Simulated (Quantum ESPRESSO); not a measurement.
# SnTe (Fm-3m) in Quantum ESPRESSO: equation of state

How stiff is SnTe in PBEsol, and what volume does it want? The cell is scaled to several volumes.

All numbers are computed with Quantum ESPRESSO 7.5; they aren't measurements. Logs are shortened: lines on timing, memory, paths and dates and some standing lists are left out, and cuts for length are marked.

## Step 1: The crystal as given

It takes space group Fm-3m (No. 225, cubic). The conventional cell has a = 6.302 Å, b = 6.302 Å, c = 6.302 Å, α = 90.00°, β = 90.00°, γ = 90.00°. Te (site symmetry m-3m) has 6 Sn at 3.15 Å as nearest neighbours. Around Sn (site symmetry m-3m) lie 6 Te at 3.15 Å.

## Step 2: Single point, PBEsol, 29.40 Å³/atom

File pw.in:

```
&CONTROL
  calculation = 'scf'
  prefix = 'pwscf'
  outdir = './tmp'
  pseudo_dir = './pseudo'
  tprnfor = .true.
  tstress = .true.
  disk_io = 'nowf'
/
&SYSTEM
  ibrav = 0
  nat = 2
  ntyp = 2
  ecutwfc = 68
  ecutrho = 544
  nbnd = 16
  occupations = 'smearing'
  smearing = 'fd'
  degauss = 0.00367493
/
&ELECTRONS
  conv_thr = 4d-10
  electron_maxstep = 120
  mixing_beta = 0.5
/
ATOMIC_SPECIES
Te   127.6000 te_pbesol_v1.uspp.F.UPF
Sn   118.7100 sn_pbesol_v1.4.uspp.F.UPF
CELL_PARAMETERS angstrom
   0.0000000000    3.0865288906    3.0865288906
   3.0865288906    0.0000000000    3.0865288906
   3.0865288906    3.0865288906    0.0000000000
ATOMIC_POSITIONS crystal
Te     0.5000000000    0.5000000000    0.5000000000
Sn     0.0000000000    0.0000000000    0.0000000000
K_POINTS automatic
7 7 7 0 0 0
```

Potentials or basis: GBRV 1.5 PBEsol.

Command:

```sh
> OMP_NUM_THREADS=1 mpirun -n 2 pw.x -nk 2 -in pw.in > pw.out
```

pw.out:

```text
This program is part of the open-source Quantum ESPRESSO suite
     for quantum simulation of materials; please cite
         "P. Giannozzi et al., J. Phys.:Condens. Matter 21 395502 (2009);
         "P. Giannozzi et al., J. Phys.:Condens. Matter 29 465901 (2017);
         "P. Giannozzi et al., J. Chem. Phys. 152 154105 (2020);
     in publications or presentations arising from this work. More details at

     Message from routine setup:
     using ibrav=0 with symmetry is DISCOURAGED, use correct ibrav instead

     K-points division:     npool     =       2
     Subspace diagonalization in iterative solution of the eigenvalue problem:
     a serial algorithm will be used

     G-vector sticks info
     --------------------
     sticks:   dense  smooth     PW     G-vecs:    dense   smooth      PW
     Sum        2563    1285    367                85083    30155    4693

     Using Slab Decomposition

     bravais-lattice index     =            0
     lattice parameter (alat)  =       8.2487  a.u.
     unit-cell volume          =     396.8603 (a.u.)^3
     number of atoms/cell      =            2
     number of atomic types    =            2
     number of electrons       =        20.00
     number of Kohn-Sham states=           16
     kinetic-energy cutoff     =      68.0000  Ry
     charge density cutoff     =     544.0000  Ry
     scf convergence threshold =      4.0E-10
     mixing beta               =       0.5000
     number of iterations used =            8  plain     mixing
     Exchange-correlation= SLA  PW   PSX  PSC
                           (   1   4  10   8   0   0   0)

     celldm(1)=   8.248675  celldm(2)=   0.000000  celldm(3)=   0.000000
     celldm(4)=   0.000000  celldm(5)=   0.000000  celldm(6)=   0.000000

     crystal axes: (cart. coord. in units of alat)
               a(1) = (   0.000000   0.707107   0.707107 )
               a(2) = (   0.707107   0.000000   0.707107 )
               a(3) = (   0.707107   0.707107   0.000000 )

     reciprocal axes: (cart. coord. in units 2 pi/alat)
               b(1) = ( -0.707107  0.707107  0.707107 )
               b(2) = (  0.707107 -0.707107  0.707107 )
               b(3) = (  0.707107  0.707107 -0.707107 )

     PseudoPot. # 1 for Te read from file:
     te_pbesol_v1.uspp.F.UPF
     Pseudo is Ultrasoft + core correction, Zval =  6.0
     Generated by new atomic code, or converted to UPF format
     Using radial grid of  891 points,  5 beta functions with:
                l(1) =   0
                l(2) =   0
                l(3) =   1
                l(4) =   1
                l(5) =   2
     Q(r) pseudized with  6 coefficients,  rinner =    1.800   1.800   1.800
                                                       1.800   1.800

     PseudoPot. # 2 for Sn read from file:
     sn_pbesol_v1.4.uspp.F.UPF
     Pseudo is Ultrasoft + core correction, Zval = 14.0
     Generated by new atomic code, or converted to UPF format
     Using radial grid of  891 points,  6 beta functions with:
                l(1) =   0
                l(2) =   0
                l(3) =   1
                l(4) =   1
                l(5) =   2
                l(6) =   2
     Q(r) pseudized with  8 coefficients,  rinner =    1.350   1.350   1.350
                                                       1.350   1.350

     atomic species   valence    mass     pseudopotential
     Te                6.00   127.60000     Te( 1.00)
     Sn               14.00   118.71000     Sn( 1.00)

     48 Sym. Ops., with inversion, found

   Cartesian axes

     site n.     atom                  positions (alat units)
         1        Te     tau(   1) = (   0.7071068   0.7071068   0.7071068  )
         2        Sn     tau(   2) = (   0.0000000   0.0000000   0.0000000  )

     number of k points=    20  Fermi-Dirac smearing, width (Ry)=  0.0037
                       cart. coord. in units 2pi/alat
        k(    1) = (   0.0000000   0.0000000   0.0000000), wk =   0.0058309
        k(    2) = (   0.1010153   0.1010153  -0.1010153), wk =   0.0466472
        k(    3) = (   0.2020305   0.2020305  -0.2020305), wk =   0.0466472
        k(    4) = (   0.3030458   0.3030458  -0.3030458), wk =   0.0466472
        k(    5) = (   0.2020305  -0.0000000   0.0000000), wk =   0.0349854
        k(    6) = (   0.3030458   0.1010153  -0.1010153), wk =   0.1399417
[... 12 lines left out ...]
        k(   19) = (  -0.1010153  -0.5050763   0.7071068), wk =   0.1399417
        k(   20) = (   0.0000000  -0.4040610   0.6060915), wk =   0.1399417

     Dense  grid:    85083 G-vectors     FFT dimensions: (  64,  64,  64)

     Smooth grid:    30155 G-vectors     FFT dimensions: (  45,  45,  45)

     Initial potential from superposition of free atoms

     starting charge      18.9998, renormalised to      20.0000
     Starting wfcs are   13 randomized atomic wfcs +    3 random wfcs

     Self-consistent Calculation

     iteration #  1     ecut=    68.00 Ry     beta= 0.50
     Davidson diagonalization with overlap
     ethr =  1.00E-02,  avg # of iterations =  9.4

     total energy              =    -185.23697445 Ry
     estimated scf accuracy    <       0.62677626 Ry

     iteration #  2     ecut=    68.00 Ry     beta= 0.50
     Davidson diagonalization with overlap
     ethr =  3.13E-03,  avg # of iterations =  2.0

     total energy              =    -185.39188876 Ry
     estimated scf accuracy    <       0.02256990 Ry

     iteration #  3     ecut=    68.00 Ry     beta= 0.50
     Davidson diagonalization with overlap
     ethr =  1.13E-04,  avg # of iterations =  4.7

     total energy              =    -185.39515370 Ry
     estimated scf accuracy    <       0.00180730 Ry

     iteration #  4     ecut=    68.00 Ry     beta= 0.50
     Davidson diagonalization with overlap
     ethr =  9.04E-06,  avg # of iterations =  5.0

     total energy              =    -185.39531745 Ry
     estimated scf accuracy    <       0.00022830 Ry

     iteration #  5     ecut=    68.00 Ry     beta= 0.50
     Davidson diagonalization with overlap
     ethr =  1.14E-06,  avg # of iterations =  3.4

     total energy              =    -185.39537860 Ry
     estimated scf accuracy    <       0.00000616 Ry

     iteration #  6     ecut=    68.00 Ry     beta= 0.50
     Davidson diagonalization with overlap
     ethr =  3.08E-08,  avg # of iterations =  4.9

     total energy              =    -185.39538527 Ry
     estimated scf accuracy    <       0.00000148 Ry

     iteration #  7     ecut=    68.00 Ry     beta= 0.50
     Davidson diagonalization with overlap
     ethr =  7.42E-09,  avg # of iterations =  2.2

     total energy              =    -185.39538565 Ry
     estimated scf accuracy    <       0.00000003 Ry

     iteration #  8     ecut=    68.00 Ry     beta= 0.50
     Davidson diagonalization with overlap
     ethr =  1.75E-10,  avg # of iterations =  4.7

     total energy              =    -185.39538570 Ry
     estimated scf accuracy    <       0.00000002 Ry

     iteration #  9     ecut=    68.00 Ry     beta= 0.50
     Davidson diagonalization with overlap
     ethr =  1.05E-10,  avg # of iterations =  2.0

     End of self-consistent calculation

          k = 0.0000 0.0000 0.0000 (  3719 PWs)   bands (ev):

   -12.9363 -12.9363 -12.9246 -12.9246 -12.9246  -4.3800   4.4585   6.6337
     6.6337   6.6337  12.5137  12.5137  12.5137  13.4888  13.4888  15.7409

          k = 0.1010 0.1010-0.1010 (  3770 PWs)   bands (ev):

   -12.9373 -12.9373 -12.9242 -12.9231 -12.9231  -4.1924   3.3755   6.6598
     6.6598   7.3873  11.5136  11.5136  11.5963  13.5290  13.9586  13.9587

          k = 0.2020 0.2020-0.2020 (  3741 PWs)   bands (ev):

   -12.9399 -12.9399 -12.9233 -12.9191 -12.9191  -3.6730   1.7016   6.7689
     6.7689   8.1741  10.1433  10.1433  10.3440  14.3242  15.2206  15.2206

          k = 0.3030 0.3030-0.3030 (  3768 PWs)   bands (ev):

   -12.9422 -12.9422 -12.9227 -12.9158 -12.9158  -3.0593   0.4303   6.9408
     6.9408   8.6632   9.2583   9.2583   9.4186  16.1392  17.1259  17.1259

          k = 0.2020-0.0000 0.0000 (  3739 PWs)   bands (ev):

   -12.9399 -12.9351 -12.9256 -12.9219 -12.9219  -4.1301   3.3560   6.2058
     6.2058   8.1276  10.0291  12.4831  12.5758  12.5758  14.7533  14.7533

          k = 0.3030 0.1010-0.1010 (  3742 PWs)   bands (ev):

   -12.9436 -12.9357 -12.9253 -12.9192 -12.9183  -3.7212   2.2143   5.9804
     6.1406   7.6961  10.0696  11.8763  11.8851  12.7177  15.7951  16.0056

          k = 0.4041 0.2020-0.2020 (  3774 PWs)   bands (ev):

   -12.9457 -12.9386 -12.9232 -12.9171 -12.9150  -3.1155   0.9055   5.9431
     6.0904   7.2104  10.3766  10.7104  11.4133  13.8308  17.4305  17.8230

          k =-0.2020-0.4041 0.4041 (  3752 PWs)   bands (ev):

   -12.9448 -12.9410 -12.9215 -12.9163 -12.9150  -2.8477   0.4231   5.4365
     6.5324   7.6487   9.8063   9.9768  11.7185  15.7261  16.5444  16.9679

          k =-0.1010-0.3030 0.3030 (  3757 PWs)   bands (ev):

   -12.9413 -12.9413 -12.9223 -12.9181 -12.9171  -3.3191   1.2284   5.2871
     7.0742   8.5113   9.4323   9.4564  12.2841  14.4552  15.1134  17.9440

          k =-0.0000-0.2020 0.2020 (  3749 PWs)   bands (ev):

   -12.9397 -12.9378 -12.9238 -12.9217 -12.9198  -3.8926   2.4759   5.7366
     7.1018   8.3677  10.0539  10.0781  12.3883  13.8170  14.0721  15.7761

          k = 0.4041-0.0000 0.0000 (  3767 PWs)   bands (ev):

   -12.9499 -12.9325 -12.9279 -12.9158 -12.9158  -3.4496   2.3077   5.4411
     5.4411   5.9736  11.3779  11.9451  13.2360  13.2360  16.8505  17.4448

          k = 0.5051 0.1010-0.1010 (  3751 PWs)   bands (ev):

   -12.9534 -12.9331 -12.9272 -12.9138 -12.9130  -2.9682   1.6319   4.5349
     5.3106   5.7161  11.5365  12.7135  12.8325  13.5618  18.5158  18.5903

          k =-0.1010-0.5051 0.5051 (  3766 PWs)   bands (ev):

   -12.9518 -12.9362 -12.9234 -12.9151 -12.9128  -2.6186   0.9512   3.8518
     5.6222   6.3552  11.5197  11.7304  13.4382  14.0333  16.9561  17.4610

          k = 0.0000-0.4041 0.4041 (  3749 PWs)   bands (ev):

   -12.9465 -12.9396 -12.9189 -12.9188 -12.9154  -2.8230   0.9038   4.0767
     6.3271   7.2883  10.2917  10.7974  13.5486  15.6484  15.7236  15.8312

          k = 0.6061-0.0000 0.0000 (  3780 PWs)   bands (ev):

   -12.9594 -12.9303 -12.9297 -12.9108 -12.9108  -2.7049   2.1365   3.4724
     4.9459   4.9459  10.7997  14.0749  14.0749  15.0932  17.9318  19.3785

          k =-0.0000-0.6061 0.6061 (  3772 PWs)   bands (ev):

   -12.9585 -12.9317 -12.9281 -12.9114 -12.9107  -2.5406   1.8289   3.0151
     5.0533   5.3742  11.2976  13.2691  13.6478  15.3942  18.4791  18.7693

          k = 0.4041 0.2020 0.0000 (  3752 PWs)   bands (ev):

   -12.9473 -12.9362 -12.9248 -12.9163 -12.9160  -3.2611   1.5663   4.9286
     5.9329   7.2039  10.5402  11.5173  12.2785  13.7177  16.6215  17.5382

          k =-0.2020-0.4041 0.6061 (  3770 PWs)   bands (ev):

   -12.9488 -12.9380 -12.9218 -12.9174 -12.9133  -2.7590   0.8704   4.5402
     5.0811   7.8465   9.5936  12.3078  13.0477  14.2127  16.0882  17.9655

          k =-0.1010-0.5051 0.7071 (  3753 PWs)   bands (ev):

   -12.9553 -12.9336 -12.9261 -12.9141 -12.9108  -2.6170   1.4935   3.6263
     4.4174   6.5682  11.5062  11.8607  14.4373  14.5009  16.9984  18.9796

          k = 0.0000-0.4041 0.6061 (  3775 PWs)   bands (ev):

   -12.9527 -12.9363 -12.9219 -12.9179 -12.9109  -2.5104   1.1679   3.5492
     4.3410   7.6484  10.1273  13.0284  14.0349  14.4228  15.7003  19.0801

     the Fermi energy is     8.9445 ev

!    total energy              =    -185.39538571 Ry
     estimated scf accuracy    <          1.7E-11 Ry
     smearing contrib. (-TS)   =      -0.00001036 Ry
     internal energy E=F+TS    =    -185.39537535 Ry

     The total energy is F=E-TS. E is the sum of the following terms:
     one-electron contribution =     -67.86011282 Ry
     hartree contribution      =      46.29139432 Ry
     xc contribution           =     -56.94953745 Ry
     ewald contribution        =    -106.87711941 Ry

     convergence has been achieved in   9 iterations

     Forces acting on atoms (cartesian axes, Ry/au):

     atom    1 type  1   force =    -0.00000000   -0.00000000    0.00000000
     atom    2 type  2   force =     0.00000000    0.00000000   -0.00000000

     Total force =     0.000000     Total SCF correction =     0.000000

     Computing stress (Cartesian axis) and pressure

          total   stress  (Ry/bohr**3)                   (kbar)     P=       25.64
   0.00017433  -0.00000000   0.00000000           25.64       -0.00        0.00
  -0.00000000   0.00017433  -0.00000000           -0.00       25.64       -0.00
  -0.00000000   0.00000000   0.00017433           -0.00        0.00       25.64

=------------------------------------------------------------------------------=
   JOB DONE.
=------------------------------------------------------------------------------=
```

It took 16 s on 2 MPI ranks of Arm Neoverse V2, shared host; peak memory 0.44 GiB.

Results:

```yaml
Free_energy: -2522.4327 eV
Pressure: 2.6 GPa
```

Caveat: this odd mesh misses L, where the gap lies, so gap, dielectric constants and Born charges aren't listed.

## Step 3: Single point, PBEsol, 30.03 Å³/atom

Edit pw.in of step 2 so:

```diff
@@ -29,5 +29,5 @@
 CELL_PARAMETERS angstrom
-   0.0000000000    3.0865288906    3.0865288906
-   3.0865288906    0.0000000000    3.0865288906
-   3.0865288906    3.0865288906    0.0000000000
+   0.0000000000    3.1082657258    3.1082657258
+   3.1082657258    0.0000000000    3.1082657258
+   3.1082657258    3.1082657258    0.0000000000
 ATOMIC_POSITIONS crystal
```

Potentials or basis: GBRV 1.5 PBEsol.

Command:

```sh
> OMP_NUM_THREADS=1 mpirun -n 2 pw.x -nk 2 -in pw.in > pw.out
```

Run time: 17 s. Hardware: 2 MPI ranks of Arm Neoverse V2, shared host; peak memory 0.44 GiB.

It converged, with:

```
Free energy : -2522.4488 eV
Pressure    : 1.4 GPa
```

Caveat: this odd mesh misses L, where the gap lies, so gap, dielectric constants and Born charges aren't listed.

## Step 4: Single point, PBEsol, 30.66 Å³/atom

Edit pw.in of step 3 so:

```diff
@@ -29,5 +29,5 @@
 CELL_PARAMETERS angstrom
-   0.0000000000    3.1082657258    3.1082657258
-   3.1082657258    0.0000000000    3.1082657258
-   3.1082657258    3.1082657258    0.0000000000
+   0.0000000000    3.1297027185    3.1297027185
+   3.1297027185    0.0000000000    3.1297027185
+   3.1297027185    3.1297027185    0.0000000000
 ATOMIC_POSITIONS crystal
```

Command:

```sh
> OMP_NUM_THREADS=1 mpirun -n 2 pw.x -nk 2 -in pw.in > pw.out
```

Run time: 18 s. Hardware: 2 MPI ranks of Arm Neoverse V2, shared host; peak memory 0.44 GiB.

Results (log left out):

```yaml
Free_energy: -2522.4561 eV
Pressure: 0.3 GPa
```

Caveat: this odd mesh misses L, where the gap lies, so gap, dielectric constants and Born charges aren't listed.

## Step 5: Single point, PBEsol, 31.28 Å³/atom

Edit pw.in of step 4 so:

```diff
@@ -29,5 +29,5 @@
 CELL_PARAMETERS angstrom
-   0.0000000000    3.1297027185    3.1297027185
-   3.1297027185    0.0000000000    3.1297027185
-   3.1297027185    3.1297027185    0.0000000000
+   0.0000000000    3.1508500000    3.1508500000
+   3.1508500000    0.0000000000    3.1508500000
+   3.1508500000    3.1508500000    0.0000000000
 ATOMIC_POSITIONS crystal
```

Command:

```sh
> OMP_NUM_THREADS=1 mpirun -n 2 pw.x -nk 2 -in pw.in > pw.out
```

Wall time 17 s (2 MPI ranks of Arm Neoverse V2, shared host); peak memory 0.46 GiB.

The run converged. Its results:

```
Free energy : -2522.4556 eV
Pressure    : -0.6 GPa
```

Caveat: this odd mesh misses L, where the gap lies, so gap, dielectric constants and Born charges aren't listed.

## Step 6: Single point, PBEsol, 31.91 Å³/atom

Edit pw.in of step 5 so:

```diff
@@ -29,5 +29,5 @@
 CELL_PARAMETERS angstrom
-   0.0000000000    3.1508500000    3.1508500000
-   3.1508500000    0.0000000000    3.1508500000
-   3.1508500000    3.1508500000    0.0000000000
+   0.0000000000    3.1717171644    3.1717171644
+   3.1717171644    0.0000000000    3.1717171644
+   3.1717171644    3.1717171644    0.0000000000
 ATOMIC_POSITIONS crystal
```

Potentials or basis: GBRV 1.5 PBEsol.

Command:

```sh
> OMP_NUM_THREADS=1 mpirun -n 2 pw.x -nk 2 -in pw.in > pw.out
```

Run time: 17 s. Hardware: 2 MPI ranks of Arm Neoverse V2, shared host; peak memory 0.46 GiB.

Results (log left out):

```
Free energy : -2522.4482 eV
Pressure    : -1.5 GPa
```

Caveat: this odd mesh misses L, where the gap lies, so gap, dielectric constants and Born charges aren't listed.

## Step 7: Single point, PBEsol, 32.53 Å³/atom

Edit pw.in of step 6 so:

```diff
@@ -29,5 +29,5 @@
 CELL_PARAMETERS angstrom
-   0.0000000000    3.1717171644    3.1717171644
-   3.1717171644    0.0000000000    3.1717171644
-   3.1717171644    3.1717171644    0.0000000000
+   0.0000000000    3.1923133075    3.1923133075
+   3.1923133075    0.0000000000    3.1923133075
+   3.1923133075    3.1923133075    0.0000000000
 ATOMIC_POSITIONS crystal
```

Command:

```sh
> OMP_NUM_THREADS=1 mpirun -n 2 pw.x -nk 2 -in pw.in > pw.out
```

Wall time 18 s (2 MPI ranks of Arm Neoverse V2, shared host); peak memory 0.46 GiB.

It converged, with:

| Property | Result |
| --- | --- |
| Free energy | -2522.4345 eV |
| Pressure | -2.2 GPa |

Caveat: this odd mesh misses L, where the gap lies, so gap, dielectric constants and Born charges aren't listed.

## Step 8: Single point, PBEsol, 33.16 Å³/atom

Edit pw.in of step 7 so:

```diff
@@ -29,5 +29,5 @@
 CELL_PARAMETERS angstrom
-   0.0000000000    3.1923133075    3.1923133075
-   3.1923133075    0.0000000000    3.1923133075
-   3.1923133075    3.1923133075    0.0000000000
+   0.0000000000    3.2126470615    3.2126470615
+   3.2126470615    0.0000000000    3.2126470615
+   3.2126470615    3.2126470615    0.0000000000
 ATOMIC_POSITIONS crystal
```

Command:

```sh
> OMP_NUM_THREADS=1 mpirun -n 2 pw.x -nk 2 -in pw.in > pw.out
```

Run time: 19 s. Hardware: 2 MPI ranks of Arm Neoverse V2, shared host; peak memory 0.48 GiB.

The run converged. Its results:

- Free energy: -2522.4151 eV
- Pressure: -2.9 GPa

Caveat: this odd mesh misses L, where the gap lies, so gap, dielectric constants and Born charges aren't listed.

## Step 9: Equation of state, PBEsol

Potentials or basis: GBRV 1.5 PBEsol.

No new run: the results of the series are fitted here.

What came out:

* Equilibrium volume: 30.93 Å³/atom
* Bulk modulus: 47 GPa
* Pressure derivative of the bulk modulus: 4.5

Energy against volume, from the lowest point:
```csv
volume (Å³/atom),energy (meV/atom)
29.404,11.69
30.030,3.66
30.656,0.00
31.281,0.24
31.907,3.97
32.532,10.82
33.158,20.48
```

Caveat: this odd mesh misses L, where the gap lies, so gap, dielectric constants and Born charges aren't listed. The run has no spin-orbit coupling, so splittings on Te are missing.
